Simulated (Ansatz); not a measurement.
# NbP: strain energy, fitted

NbP, I4_1md, a = 3.347 Å, c = 11.428 Å. The structure is a Materials Project entry; whether it is the stable form wasn't checked. Ansatz: PBE, PAW, 420 eV, Γ-centred 10×10×4 mesh on 8 atoms, Gaussian smearing 0.10 eV; no spin polarisation. Series: biaxial strain in the a-b plane, c and atoms relaxed; x is the strain in per cent. y is the free energy over the unstrained cell, V0 = 16.003 Å³/atom.

| x (%) | y (meV/atom) |
| --- | --- |
| -3.0 | 33.16 |
| -2.0 | ? |
| -1.0 | 3.33 |
| 0.0 | 0.00 |
| 1.0 | 3.77 |
| 2.0 | 14.30 |
| 3.0 | 31.49 |

Question: Fit y = c2 x² + c3 x³ to the other rows, turn c2 into a modulus, and predict the missing energy.

Answer: Least squares on the rows shown. y = 3.5950 x² − 0.029718 x³. In eV per unit strain² c2 is 35.95; M is the biaxial modulus (E = M V0 ε²): 35.95 × 160.2 / (16.003) = 360 GPa. At x = -2.0 the fit asked for gives 14.62 meV/atom. The run gave 14.38 meV/atom, so the fit is 0.24 meV/atom too high, within twice the rms miss on the fitted rows (0.18 meV/atom).